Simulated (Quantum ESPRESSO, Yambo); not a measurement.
# A GW chain in Yambo: SiC (P6_3mc), part 3 of 3

How does a plane-wave GW calculation on SiC (P6_3mc) run from the first input to the gap?

Quantum ESPRESSO 7.5 and Yambo 5.3.0; PBE and many-body steps on it, plane waves. Known limits of the many-body steps: not at the basis limit; coarse k mesh.

So far. Step 3 (Bands along the symmetry lines): The gap is 2.228 eV, as in the run before at this level. Step 4 (Empty states on the mesh, 3×3×2 mesh, 989 bands): On this mesh the gap is 3.011 eV. The earlier step found 2.228 eV, so this mesh misses an edge.

### 6. Screening and self-energy, 3×3×2 mesh, 413 bands, screening to 231.3 eV

G0W0 replaces the xc potential by the self-energy, built once from these orbitals. Only a window of levels is corrected, while the sums run over the empty bands that the input names.

This step: G0W0 on PBE, plane waves, norm-conserving pseudopotentials.

Input file gw2.in:

```
HF_and_locXC
gw0
dyson
ppa
em1d
rim_cut
RandQpts= 1000000
RandGvec= 1 RL
EXXRLvcs= 74 Ry
VXCRLvcs= 296 Ry
Chimod= "HARTREE"
% BndsRnXp
 1 | 413 |
%
NGsBlkXp= 17 Ry
% LongDrXp
 1 | 1 | 1 |
%
% GbndRnge
 1 | 413 |
%
DysSolver= "n"
ExtendOut
PPAPntXp= 27.21138 eV
% QPkrange
 1 | 1 | 15 | 18 |
 3 | 3 | 15 | 18 |
%
```

Command:

```
$ OMP_NUM_THREADS=1 mpirun -n 4 yambo -F gw2.in -J gw2 -C gw2 > gw2.log
```

What it wrote:

```text
 Yambo, version 5.3.0

 [02] CORE Variables Setup
 =========================

  [... cell, symmetries and grids as in the set-up ...]

  [02.05] Energies & Occupations
  ==============================

  [X] === General ===
  [X] Electronic Temperature                        :  0.000000  0.000000 [eV K]
  [X] Bosonic    Temperature                        :  0.000000  0.000000 [eV K]
  [X] Finite Temperature mode                       : no
  [X] El. density                                   :  0.38786E+24 [cm-3]
  [X] Fermi Level                                   :  9.607050 [eV]

  [X] === Gaps and Widths ===
  [X] Conduction Band Min                           :  3.011370 [eV]
  [X] Valence Band Max                              :  0.000000 [eV]
  [X] Filled Bands                                  :  16
  [X] Empty Bands                                   :    17   989
  [X] Direct Gap                                    :  3.856449 [eV]
  [X] Direct Gap localized at k                     :  3
  [X] Indirect Gap                                  :  3.011370 [eV]
  [X] Indirect Gap between kpts                     :  1  3
  [X] Last valence band width                       :  2.457014 [eV]
  [X] 1st conduction band width                     :  2.308218 [eV]

 [03] Transferred momenta grid and indexing
 ==========================================

 IBZ Q-points                                      :   6
 BZ  Q-points                                      :  18

 K/Q-points units:
 rlu = crystal or reduced units; cc = cartesian coordinates; iku = interal k-units

 Q [1]          [rlu]:  0.000000  0.000000  0.000000
 Q [2]          [rlu]:  0.000000  0.000000 -0.500000
 Q [3]          [rlu]:  0.31044E-17  0.33333       0.0000
 Q [4]          [rlu]:  0.31044E-17  0.33333     -0.50000
 Q [5]          [rlu]:  0.333333  0.333333  0.000000
 Q [6]          [rlu]:  0.333333  0.333333 -0.500000

 [04] Coloumb potential Random Integration (RIM)
 ===============================================

  [04.01] RIM initialization
  ==========================

  * Diagonal components only detected *

  8 x (sBL volume)        :  0.198010 [a.u.]
  sBZ random points       :  1000000
  Points outside the sBZ  :   7994252
  RL volume               :  0.445522 [a.u.]
  Integrated volume       :  0.445842 [a.u.]

  [04.02] RIM integrals
  =====================

  Gamma point sphere radius             :  0.105725 [a.u.]
  Points outside the sphere             :   812974
  [Int_sBZ(q=0) 1/q^2]*(Vol_sBZ)^(-1/3) =:  7.219046
                                 should be <:  7.795600

  Summary of Coulomb integrals for non-metallic bands |Q|[au] RIM/Bare

  Q [1] 0.100000E-4 0.926041 * Q [2] 0.165080 0.635036
  Q [3] 0.416089 1.145420 * Q [4] 0.447640 1.089992
  Q [5] 0.720687 1.044714 * Q [6] 0.739352 1.038534

 [WARNING] [Xp] User bands 1-413 break level degeneracy

 [05] Dipoles
 ============

  [05.01] Setup: observables and procedures
  =========================================

  [WARNING] [x,Vnl] slows the Dipoles computation. To neglect it rename the ns.kb_pp file

 [06] Dynamic Dielectric Matrix (PPA)
 ====================================

 [WR./gw2//ndb.pp]---------------------------------------------------------------
  Brillouin Zone Q/K grids (IBZ/BZ)                :   6  18   6  18
  RL vectors                                       :   7575 [WF]
  Coulomb cutoff potential                         : none
  Electronic Temperature                           :  0.000000 [K]
  Bosonic    Temperature                           :  0.000000 [K]
  PPA    diel. fun.  energies                      : Perdew, Burke & Ernzerhof(X)+Perdew, Burke & Ernzerhof(C)
  wavefunctions                                    : Perdew, Burke & Ernzerhof(X)+Perdew, Burke & Ernzerhof(C)
  Global Gauge                                     : length
  X matrix size                                    :   661
  X band range                                     :     1   413
  X e/h energy range                               : -1.000000 -1.000000 [eV]
  X Time ordering                                  : R
  X Hxc Kernel                                     : HARTREE
  X Drude frequency                                :  0.000000  0.000000
  X poles                                          :  100.0000 [o/o]
  RL vectors in the sum                            :   7575
  [r,Vnl] included                                 : yes
  Field direction                                  :  0.577350E-5  0.577350E-5  0.577350E-5
  BZ energy Double Grid                            : no
  BZ energy DbGd points                            : 0
  BZ Q point size factor                           : -1.000000
  X Optical Averaged directions                    : none

 [07] Local Exchange-Correlation + Non-Local Fock
 ================================================

 [VXC] Plane waves :   47781
 [EXS] Plane waves :   5987

 QP @ state[ 1 ] K range:  1  1
 QP @ state[ 1 ] b range:  15  18
 QP @ state[ 2 ] K range:  3  3
 QP @ state[ 2 ] b range:  15  18

 [xc] Functional : Perdew, Burke & Ernzerhof(X)+Perdew, Burke & Ernzerhof(C)
 [xc] LIBXC used to calculate xc functional
  PP Number of Atomic Species                      :  2
  NLCC RL compoments                               :   47781
  PP Number of Atomic Species                      :  2
  NLCC RL compoments                               :   47781

 [xc] E_xc :  -12.24063 [Ha]
      E_xc :  -24.48127 [Ry]

  Local XC kind (lXC) : Perdew, Burke & Ernzerhof(X)+Perdew, Burke & Ernzerhof(C)
  Non-Local XC kind (nlXC) : Hartree-Fock

  Corrections @ K [1] :  [eV]
 <15|nlXC|15> = -18.27240 -0.13262E-17 <15|lXC|15> = -15.02830 -0.37762E-15
 <16|nlXC|16> = -18.27292  0.65488E-18 <16|lXC|16> = -15.02830  0.37766E-15
 <17|nlXC|17> = -6.581981  0.14091E-17 <17|lXC|17> = -12.10234 -0.32847E-21
 <18|nlXC|18> = -6.394354 -0.61891E-17 <18|lXC|18> = -12.01083 -0.37759E-15

  Corrections @ K [3] :  [eV]
 <15|nlXC|15> = -17.23272 -0.12826E-16 <15|lXC|15> = -14.05953  0.94417E-16
 <16|nlXC|16> = -18.17055  0.22131E-16 <16|lXC|16> = -14.66267 -0.94475E-16
 <17|nlXC|17> = -6.013719 -0.63037E-18 <17|lXC|17> = -10.76830  0.18882E-15
 <18|nlXC|18> = -6.131333 -0.24900E-17 <18|lXC|18> = -10.83706 -0.16227E-16

 [08] Dyson equation: Newton solver
 ==================================

  [08.01] G0W0 (W PPA)
  ====================

  [  GW  ] Bands range     :     1   413
  [GW/PPA] G damping       :  0.100000 [eV]

  QP @ state[ 1 ] K range:  1  1
  QP @ state[ 1 ] b range:  15  18
  QP @ state[ 2 ] K range:  3  3
  QP @ state[ 2 ] b range:  15  18

   Sc/G bands                                       :     1   413
   Sc/G damping                                     :  0.100000 ev
   Sc bands terminator                              : no
   Sx RL components                                 :   5987

   QP @ state[ 1 ] K range                          :  1  1
   QP @ state[ 1 ] b range                          :  15  18
   QP @ state[ 2 ] K range                          :  3  3
   QP @ state[ 2 ] b range                          :  15  18
   GF energies kind                                 : Perdew, Burke & Ernzerhof(X)+Perdew, Burke & Ernzerhof(C)
   GF WF`s kind                                     : Perdew, Burke & Ernzerhof(X)+Perdew, Burke & Ernzerhof(C)
   Xs energies kind                                 : Perdew, Burke & Ernzerhof(X)+Perdew, Burke & Ernzerhof(C)
   Xs WF`s kind                                     : Perdew, Burke & Ernzerhof(X)+Perdew, Burke & Ernzerhof(C)

 [11] Game Over & Game summary
```

Wall time 6.9 min (4 MPI ranks of Arm Neoverse V2, shared host); peak memory 2.6 GiB; 28 min of CPU time.

Numbers from this step:

| Quantity | Value |
| --- | --- |
| G0W0 gap on the points computed | 3.875 eV |
| starting gap on the mesh | 3.011 eV |
| k of the valence top | 0, 0, 0 |
| k of the conduction bottom | 0, 0.3333, 0 |
| least direct G0W0 gap on the computed points | 4.818 eV |
| Z at the valence top | 0.7904 |
| Z at the conduction bottom | 0.8141 |

The gap on the mesh goes from 3.01 eV to 3.87 eV, a correction of +0.86 eV. The start differs from the 2.23 eV found before because the two sample other k points.

Limits: finite bands, cutoff and mesh; coarse k mesh. v1 is the top filled band, c1 the lowest empty one. The levels before and after the correction (eV, zero at the valence-band top of each column):

```csv
,conduction bottom,valence top
Kohn-Sham,3.01,0.00
G0W0,3.87,0.00
```

```csv
,level,energy (eV)
Kohn-Sham,Γ v2-v1,0.000
Kohn-Sham,Γ c1,5.111
Kohn-Sham,Γ c2,5.691
Kohn-Sham,(0 0.333 0) v2,-1.372
Kohn-Sham,(0 0.333 0) v1,-0.845
Kohn-Sham,(0 0.333 0) c1,3.011
Kohn-Sham,(0 0.333 0) c2,3.247
G0W0,Γ v2-v1,0.000
G0W0,Γ c1,6.110
G0W0,Γ c2,6.683
G0W0,(0 0.333 0) v2,-1.442
G0W0,(0 0.333 0) v1,-0.943
G0W0,(0 0.333 0) c1,3.875
G0W0,(0 0.333 0) c2,4.114
```

### 7. Where the time went

Times are wall times on the hardware named with each run, good to a factor of about two.

```csv
step,time,share,memory (GiB)
ground state,11 s,1 %,0.36
bands along the symmetry lines,15 s,2 %,0.3
empty states on the mesh,5.8 min,44 %,2.7
conversion and set-up,2.4 s,0 %,0.24
screening and self-energy,6.9 min,52 %,2.6
```

### 8. Outcome

| Quantity | Value |
| --- | --- |
| PBE gap | 2.23 eV, indirect |
| G0W0 gap on the mesh | 3.87 eV |
| G0W0 gap over the zone (rigid shift) | 3.09 eV |
| GW settings | 3×3×2 mesh, 413 bands, screening to 231.3 eV, Godby-Needs plasmon pole |
| known limits | not at the basis limit; coarse k mesh |

What this shows: G0W0 moves the gap on the mesh from 3.01 eV to 3.87 eV (+0.86 eV), with Z of 0.79 and 0.81 at the edges. The mesh misses the band edges by 0.78 eV in all; a rigid shift gives 3.09 eV for the zone. Only 2 of the mesh's irreducible points were corrected, so a valley elsewhere could overtake. Against experiment, by G0W0@PBE: the gap of 3.09 eV lies −0.19 eV from the measured 3.285 eV (kind not stated, quoted 2018); the gap of 3.09 eV lies −0.17 eV from the measured 3.26 eV (kind not stated, quoted 2023); the gap of 3.09 eV lies −0.11 eV from the measured 3.2 eV (kind not stated, quoted 2020). The calculation has static nuclei and no excitons; a measured gap holds zero-point and thermal motion, which mostly lowers it. Bands and cutoff are finite, so the gap is not at the basis limit. The miss can reach some tenths of an eV and take either sign; the mesh is an error of its own. In the G0W0 run levels were corrected at 2 k points alone, so a gap called «on the mesh» is the least over those, and an edge elsewhere would be missed. A denser mesh or path gives a starting gap of 2.23 eV: the GW mesh misses a band edge, so its gaps are not the fundamental one. The 3×3×2 mesh is coarse for this cell, which bears on the long-range parts of exchange and screening.

[Paths, hosts, dates, memory and timing lines, banners, echoed tables and standing remarks are left out of the program output.]

[Logs are printed without paths, hosts, clocks, repeated set-up lines and the standing remarks that a program may print on its own settings, such as how far it seeks lower states.]

[Runs of the session that timed out or met a known fault of the program may be left out.]

[Hosts, paths, dates, database ids (printed as entryN), source tags and the programs' standing remarks are cut or masked in the printed files.]
